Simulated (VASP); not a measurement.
# SnTe (Fm-3m) in VASP: notebook

SnTe is run at these levels: PBEsol; tasks: single point.

Everything below comes from runs of VASP 6.6.1. Logs are shortened: lines on timing, memory, paths and dates and some standing lists are left out, and cuts for length are marked.

**Measured values to compare with.**

A printed reference work, textbook reports, for a bulk crystal of SnTe at 300 K: band gap 0.18 eV (direct).

How close the calculation comes is told below.

### Step 1. The cell of the first run

It takes space group Fm-3m (No. 225, cubic). The conventional cell has a = 6.173 Å, b = 6.173 Å, c = 6.173 Å, α = 90.00°, β = 90.00°, γ = 90.00°. Sn (site symmetry m-3m) has 6 Te at 3.09 Å within 4.1 Å. Within 4.1 Å of Te (site symmetry m-3m) lie 6 Sn at 3.09 Å.

### Step 2. Single point, PBEsol

File INCAR:

```
  PREC = Accurate
  ENCUT = 500
  EDIFF = 1E-6
  ISMEAR = 0
  SIGMA = 0.01
  LREAL = False
  LASPH = True
  NELM = 120
  ALGO = Normal
  ISIF = 2
  LWAVE = False
  LCHARG = False
  GGA = PS
  NBANDS = 17
  GGA_COMPAT = False
```

File KPOINTS:

```
regular mesh
0
Gamma
  6 6 6
```

File POSCAR:

```
SnTe
1.0
    0.0000000000      3.0865288906      3.0865288906
    3.0865288906      0.0000000000      3.0865288906
    3.0865288906      3.0865288906      0.0000000000
Sn Te
1 1
Direct
    0.0000000000      0.0000000000      0.0000000000
    0.5000000000      0.5000000000      0.5000000000
```

Potentials or basis: VASP PAW PBE potentials, release 64 (Sn_d, Te).

The run is started by

```console
$ cat potpaw_PBE.64/Sn_d/POTCAR potpaw_PBE.64/Te/POTCAR > POTCAR
$ mpirun -np 1 vasp_std > vasp.out
```

OUTCAR:

```text
PREC = Accurate
   ENCUT = 500
   EDIFF = 1E-6
   ISMEAR = 0
   LREAL = False
   LASPH = True
   NELM = 120
   ISIF = 2
   GGA = PS

 ion  position               nearest neighbor table
   1  0.000  0.000  0.000-   2 3.09   2 3.09   2 3.09   2 3.09   2 3.09   2 3.09
   2  0.500  0.500  0.500-   1 3.09   1 3.09   1 3.09   1 3.09   1 3.09   1 3.09

  LATTYP: Found a face centered cubic cell.
 ALAT       =     6.1730577812

  Lattice vectors:

 A1 = (   0.0000000000,   3.0865288906,   3.0865288906)
 A2 = (   3.0865288906,   0.0000000000,   3.0865288906)
 A3 = (   3.0865288906,   3.0865288906,   0.0000000000)

Analysis of symmetry for initial positions (statically):
=====================================================================
 Subroutine PRICEL returns:
 Original cell was already a primitive cell.

 Routine SETGRP: Setting up the symmetry group for a
 face centered cubic supercell.

 Subroutine GETGRP returns: Found 48 space group operations
 (whereof 48 operations were pure point group operations)
 out of a pool of 48 trial point group operations.

The static configuration has the point symmetry O_h .

Analysis of symmetry for dynamics (positions and initial velocities):
=====================================================================
 Subroutine PRICEL returns:
 Original cell was already a primitive cell.

 Routine SETGRP: Setting up the symmetry group for a
 face centered cubic supercell.

 Subroutine GETGRP returns: Found 48 space group operations
 (whereof 48 operations were pure point group operations)
 out of a pool of 48 trial point group operations.

The dynamic configuration has the point symmetry O_h .

 Subroutine INISYM returns: Found 48 space group operations
 (whereof 48 operations are pure point group operations),
 and found     1 'primitive' translations

----------------------------------------------------------------------------------------

                                     Primitive cell

  volume of cell :      58.8086

  direct lattice vectors                    reciprocal lattice vectors
     0.000000000  3.086528891  3.086528891    -0.161994272  0.161994272  0.161994272
     3.086528891  0.000000000  3.086528891     0.161994272 -0.161994272  0.161994272
     3.086528891  3.086528891  0.000000000     0.161994272  0.161994272 -0.161994272

  length of vectors
     4.365011018  4.365011018  4.365011018     0.280582309  0.280582309  0.280582309

  position of ions in fractional coordinates (direct lattice)
     0.000000000  0.000000000  0.000000000
     0.500000000  0.500000000  0.500000000

  ion indices of the primitive-cell ions
[... 67 lines left out ...]
   LREAL  =      F    real-space projection
   EDIFFG = 0.1E-04   stopping-criterion for IOM
   NSW    =      0    number of steps for IOM
   IBRION =     -1    ionic relax: 0-MD 1-quasi-New 2-CG
   NFREE  =      0    steps in history (QN), initial steepest desc. (CG)
   ISIF   =      2    stress and relaxation
   ISYM   =      2    0-nonsym 1-usesym 2-fastsym
   POTIM  = 0.5000    time-step for ionic-motion
   TEBEG  =    0.0;   TEEND  =   0.0 temperature during run
   PSTRESS=    0.0 pullay stress
   NELECT =      20.0000    total number of electrons
   NUPDOWN=      -1.0000    fix difference up-down
   EMIN   =  10.00;   EMAX   =-10.00  energy-range for DOS
   EFERMI =   0.00;   METHOD = LEGACY
   ISMEAR =     0;   SIGMA  =   0.01  broadening in eV -4-tet -1-fermi 0-gaus
   EFERMI_NEDOS =   21; number of points for ismear=-14 and -15
   IALGO  =     38    algorithm
   IMIX   =      4    mixing-type and parameters
     AMIX     =   0.40;   BMIX     =  1.00
     AMIX_MAG =   1.60;   BMIX_MAG =  1.00
  volume/ion in A,a.u.               =      29.40       198.43
  Fermi-wavevector in a.u.,A,eV,Ry     =   1.142715  2.159418 17.766446  1.305797
  Thomas-Fermi vector in A             =   2.279412
   LORBIT       =      0    0 simple, 1 ext, 2 COOP (PROOUT), +10 PAW based schemes
   GGA     = PS    functional components
   LHFCALC =     F    Hartree Fock is set to
   AEXX    =    0.0000 exact exchange contribution
   IVDW    =     0    specifies the selected vdW correction
   LEPSILON=     F    determine dielectric tensor
   LRPA    =     F    only Hartree local field effects (RPA)
 non-spin polarized calculation
 Gauss-broadening in eV      SIGMA  =   0.01
  energy-cutoff  :      500.00
  volume of cell :       58.81
 maximum number of plane-waves:      1524
   NGX = 15   NGY = 15   NGZ = 15

 number of electron      19.9999996 magnetization

 Free energy of the ion-electron system (eV)
  ---------------------------------------------------
  ext. energy  EPLUGINS =         0.00000000
  ---------------------------------------------------
  free energy    TOTEN  =        -8.31071558 eV

  energy without entropy =       -8.31071558  energy(sigma->0) =       -8.31071558

 E-fermi :   7.5798     XC(G=0):  -9.9338

 val. band max:        7.5063054732   @ k =   0.5000   0.0000   0.0000
 cond. band min:       7.8392889668   @ k =   0.5000   0.0000   0.0000
 fundamental gap:      0.3329834936
 Fermi energy:         7.5798002941

 k-point     1 :       0.0000    0.0000    0.0000
  band No.  band energies     occupation
      1     -14.2385      2.00000
      2     -14.2385      2.00000
      3     -14.2271      2.00000
      4     -14.2271      2.00000
      5     -14.2271      2.00000
      6      -5.6971      2.00000
[... 297 lines left out ...]
      4     -14.2177      2.00000
      5     -14.2126      2.00000
      6      -3.7979      2.00000
[... 9 lines left out ...]
     16      17.9802      0.00000
     17      18.9038      0.00000

------------------------ aborting loop because EDIFF is reached ----------------------------------------

  FORCE on cell =-STRESS in cart. coord.  units (eV):
  Direction    XX          YY          ZZ          XY          YZ          ZX
  --------------------------------------------------------------------------------------
  -------------------------------------------------------------------------------------
  Total        1.0915748      1.0915748      1.0915748      0.0000000      0.0000000      0.0000000
  in kB       29.7387744     29.7387744     29.7387744      0.0000000      0.0000000      0.0000000
  external PRESSURE =      29.7387744 kB  Pullay stress =       0.0000000 kB

 VOLUME and BASIS-vectors are now :
 -----------------------------------------------------------------------------
  energy-cutoff  :      500.00
  volume of cell :       58.81
      direct lattice vectors                 reciprocal lattice vectors
     0.000000000  3.086528891  3.086528891    -0.161994272  0.161994272  0.161994272
     3.086528891  0.000000000  3.086528891     0.161994272 -0.161994272  0.161994272
     3.086528891  3.086528891  0.000000000     0.161994272  0.161994272 -0.161994272

 POSITION                                       TOTAL-FORCE (eV/Angst)
 -----------------------------------------------------------------------------------
      0.00000      0.00000      0.00000        -0.000000      0.000000      0.000000
      3.08653      3.08653      3.08653         0.000000     -0.000000     -0.000000
 -----------------------------------------------------------------------------------
    total drift:                                0.000000     -0.000000     -0.000000

  FREE ENERGIE OF THE ION-ELECTRON SYSTEM (eV)
  ---------------------------------------------------
  free  energy   TOTEN  =        -8.3107155750 eV

  energy  without entropy=       -8.3107155750  energy(sigma->0) =       -8.31071558
```

It took 5.6 s on 1 thread of Intel Xeon 6975P-C (Granite Rapids), shared host; peak memory 0.17 GiB.

Results:

```
Free energy            : -8.3107 eV
Pressure               : 3.0 GPa
Band gap on the k mesh : 0.33 eV, direct
```

Levels at points of the mesh, in eV from the valence-band top:
| k point | band 6 | band 7 | band 8 | band 9 | band 10 | band 11 | band 12 | band 13 | band 14 | band 15 |
| --- | --- | --- | --- | --- | --- | --- | --- | --- | --- | --- |
| (0.00, 0.00, 0.00) | -13.20 | -4.36 | -2.21 | -2.21 | -2.21 | 3.55 | 3.55 | 3.55 | 4.70 | 4.70 |
| (0.50, 0.00, 0.00) | -11.75 | -8.62 | -1.85 | -1.85 | 0.00 | 0.33 | 0.33 | 0.33 | 7.95 | 8.99 |
| (0.50, 0.50, 0.00) | -11.38 | -6.46 | -5.96 | -3.96 | -3.96 | 1.94 | 5.32 | 5.32 | 6.94 | 9.30 |

Caveat: the PAW data sets were made with another functional, which shifts forces and pressure a little; spin-orbit coupling is left out, which moves the levels of the heavy elements.

### Step 3. Single point, PBEsol

This run uses another cell than the first one, of 30.34 Å³/atom, 1.032 times its volume.

File INCAR:

```
SYSTEM = SnTe
  PREC = Accurate
  ENCUT = 500
  EDIFF = 1E-6
  ISMEAR = 0
  SIGMA = 0.01
  LREAL = .FALSE.
  LASPH = .TRUE.
  NELM = 120
  ALGO = Normal
  ISIF = 2
  LWAVE = .FALSE.
  LCHARG = .FALSE.
  GGA = PS
  NBANDS = 17
  GGA_COMPAT = .FALSE.
```

File KPOINTS:

```
regular mesh
0
G
  6 6 6
  0 0 0
```

File POSCAR:

```
SnTe
1.0
    0.0000000000      3.1190210562      3.1190210562
    3.1190210562      0.0000000000      3.1190210562
    3.1190210562      3.1190210562      0.0000000000
Sn Te
1 1
Direct
    0.0000000000      0.0000000000      0.0000000000
    0.5000000000      0.5000000000      0.5000000000
```

Potentials or basis: VASP PAW PBE potentials, release 64 (Sn_d, Te).

The run is started by

```console
$ cat potpaw_PBE.64/Sn_d/POTCAR potpaw_PBE.64/Te/POTCAR > POTCAR
$ mpirun -np 1 vasp_std > vasp.out
```

It took 5.8 s on 1 thread of Intel Xeon 6975P-C (Granite Rapids), shared host; peak memory 0.18 GiB.

Results (log left out):

* Free energy: -8.3355 eV
* Pressure: 1.2 GPa
* Band gap on the k mesh: 0.23 eV, direct

Levels at points of the mesh, in eV from the valence-band top:
```
           k point  band 8  band 9  band 10  band 11  band 12  band 13
(0.00, 0.00, 0.00)   -2.14   -2.14    -2.14     3.47     3.47     3.47
(0.50, 0.00, 0.00)   -1.80   -1.80     0.00     0.23     0.37     0.37
(0.50, 0.50, 0.00)   -5.75   -3.83    -3.83     2.05     5.14     5.14
```

Caveat: the PAW data sets were made with another functional, which shifts forces and pressure a little; spin-orbit coupling is left out, which moves the levels of the heavy elements.

### Step 4. Single point, PBEsol

This run uses another cell than the first one, of 32.22 Å³/atom, 1.096 times its volume.

File INCAR:

```
PREC = Accurate ; ENCUT = 500
EDIFF = 1E-6 ; ISMEAR = 0
SIGMA = 0.01 ; LREAL = F
LASPH = T ; NELM = 120
ALGO = Normal ; ISIF = 2
LWAVE = F ; LCHARG = F
GGA = PS ; NBANDS = 17
GGA_COMPAT = F
```

File KPOINTS:

```
Automatic mesh
0
Gamma
  6 6 6
```

File POSCAR:

```
SnTe
1.0
    0.0000000000      3.1820485636      3.1820485636
    3.1820485636      0.0000000000      3.1820485636
    3.1820485636      3.1820485636      0.0000000000
Sn Te
1 1
Direct
    0.0000000000      0.0000000000      0.0000000000
    0.5000000000      0.5000000000      0.5000000000
```

The run is started by

```console
$ cat potpaw_PBE.64/Sn_d/POTCAR potpaw_PBE.64/Te/POTCAR > POTCAR
$ mpirun -np 1 vasp_std > vasp.out
```

Run time: 8.2 s. Hardware: 1 thread of Intel Xeon 6975P-C (Granite Rapids), shared host; peak memory 0.2 GiB.

The run converged. Its results:

```
Free energy            : -8.3287 eV
Pressure               : -1.7 GPa
Band gap on the k mesh : 0.06 eV, direct
```

Levels at points of the mesh, in eV from the valence-band top:
```
           k point  band 7  band 8  band 9  band 10  band 11  band 12  band 13  band 14
(0.00, 0.00, 0.00)   -4.80   -2.02   -2.02    -2.02     3.30     3.30     3.30     4.80
(0.50, 0.00, 0.00)   -8.17   -1.69   -1.69     0.00     0.06     0.43     0.43     7.65
(0.50, 0.50, 0.00)   -6.44   -5.36   -3.57    -3.57     2.25     4.80     4.80     6.18
```

Caveat: the PAW data sets were made with another functional, which shifts forces and pressure a little; spin-orbit coupling is left out, which moves the levels of the heavy elements.

### Step 5. Single point, PBEsol

This run uses another cell than the first one, of 33.16 Å³/atom, 1.128 times its volume.

File INCAR:

```
PREC = Accurate
ENCUT = 500
EDIFF = 1E-6
ISMEAR = 0
SIGMA = 0.01
LREAL = F
LASPH = T
NELM = 120
ALGO = Normal
ISIF = 2
LWAVE = F
LCHARG = T
GGA = PS
LELF = T
LVHAR = T
NBANDS = 17
GGA_COMPAT = F
```

KPOINTS is that of step 4.

File POSCAR:

```
SnTe
1.0
    0.0000000000      3.2126470615      3.2126470615
    3.2126470615      0.0000000000      3.2126470615
    3.2126470615      3.2126470615      0.0000000000
Sn Te
1 1
Direct
    0.0000000000      0.0000000000      0.0000000000
    0.5000000000      0.5000000000      0.5000000000
```

The run is started by

```console
$ cat potpaw_PBE.64/Sn_d/POTCAR potpaw_PBE.64/Te/POTCAR > POTCAR
$ mpirun -np 1 vasp_std > vasp.out
```

Wall time 9.9 s (1 thread of Intel Xeon 6975P-C (Granite Rapids), shared host); peak memory 0.2 GiB.

Results (log left out):

| Item | Value |
| --- | --- |
| Free energy | -8.3037 eV |
| Pressure | -2.5 GPa |
| Band gap on the k mesh | 0.02 eV, direct |

Levels at points of the mesh, in eV from the valence-band top:
| k point | band 6 | band 7 | band 8 | band 9 | band 10 | band 11 | band 12 | band 13 | band 14 | band 15 |
| --- | --- | --- | --- | --- | --- | --- | --- | --- | --- | --- |
| (0.00, 0.00, 0.00) | -12.36 | -4.89 | -1.94 | -1.94 | -1.94 | 3.24 | 3.24 | 3.24 | 4.85 | 4.85 |
| (0.50, 0.00, 0.00) | -11.22 | -8.02 | -1.61 | -1.61 | 0.00 | 0.02 | 0.47 | 0.47 | 7.58 | 8.54 |
| (0.50, 0.50, 0.00) | -10.97 | -6.41 | -5.16 | -3.43 | -3.43 | 2.36 | 4.67 | 4.67 | 5.98 | 8.92 |

Caveat: the PAW data sets were made with another functional, which shifts forces and pressure a little; spin-orbit coupling is left out, which moves the levels of the heavy elements.

### Step 6. The runs side by side

```tsv
cell	gap on the mesh (eV)	pressure (GPa)
a = 4.365 Å, angles 60.0°, 2 atoms	0.33	3.0
a = 4.411 Å, angles 60.0°, 2 atoms	0.23	1.2
a = 4.500 Å, angles 60.0°, 2 atoms	0.06	-1.7
a = 4.543 Å, angles 60.0°, 2 atoms	0.02	-2.5
```

Alike in all rows: task single point; level PBEsol; potentials or basis VASP PAW PBE potentials, release 64 (Sn_d, Te); no spin polarisation; k mesh 6 × 6 × 6; cutoff (eV) 500; smearing gaussian 0.01 eV.

Caveats: the PAW data sets were made with another functional, which shifts forces and pressure a little; spin-orbit coupling is left out, which moves the levels of the heavy elements.

Total energies depend on the potentials used, so only differences within one code and one set of settings carry meaning.

### Step 7. Comparison with measurements

Step 2. Measured gap of SnTe: 0.18 eV (direct; 300 K; a printed reference work, textbook). This calculation gives 0.33 eV (+0.15 eV). Spin-orbit coupling on Sn, Te is left out. The value is that of PBEsol on a finite k mesh, which can miss the band edges, without temperature or zero-point motion.

Step 3. A measured gap of SnTe is 0.18 eV (direct; 300 K; a printed reference work, textbook); the calculated 0.23 eV misses it by +0.05 eV. Spin-orbit coupling on Sn, Te is left out. The value is that of PBEsol on a finite k mesh, which can miss the band edges, without temperature or zero-point motion.

Step 4. Against the measured gap of SnTe, 0.18 eV (direct; 300 K; a printed reference work, textbook), the calculated 0.06 eV is off by -0.12 eV. Spin-orbit coupling on Sn, Te is left out. The value is that of PBEsol on a finite k mesh, which can miss the band edges, without temperature or zero-point motion. Semilocal functionals fall short of measured gaps as a rule.

Step 5. Against the measured gap of SnTe, 0.18 eV (direct; 300 K; a printed reference work, textbook), the calculated 0.02 eV is off by -0.16 eV. Spin-orbit coupling on Sn, Te is left out. The value is that of PBEsol on a finite k mesh, which can miss the band edges, without temperature or zero-point motion. Semilocal functionals fall short of measured gaps as a rule.
